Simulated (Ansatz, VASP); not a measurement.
## One calculation of SiC (Moissanite 3C), two programs

```
Si C
1.0
     0.00000    2.17900    2.17900
     2.17900    0.00000    2.17900
     2.17900    2.17900    0.00000
Si C
1 1
Direct
  0.00000 0.00000 0.00000
  0.75000 0.75000 0.75000
```

Alike in both runs: task band structure; functional PBE; k mesh 10 × 10 × 10; occupations fermi-dirac, width 0.05 eV; no spin polarisation.

|  | VASP | Ansatz |
| --- | --- | --- |
| version | VASP 6.6.1 | Ansatz 0.2.0 |
| potentials or method | VASP PAW PBE potentials, release 54 (Si, C) | Ansatz PAW |
| plane-wave cutoff (eV) | 500 | 420 |
| valence electrons in the cell | 8 | 8 |

```tsv
	VASP	Ansatz	Ansatz less VASP
gap on the k mesh at the Fermi level (eV)	1.36	1.36	+0.003
least direct gap on the mesh (eV)	4.54	4.55	+0.004
gap along the band path (eV)	1.36	1.36	+0.003
pressure (GPa)	3.2	3.3	+0.05
```

As with any semilocal functional, this PBE gap is likely too small.
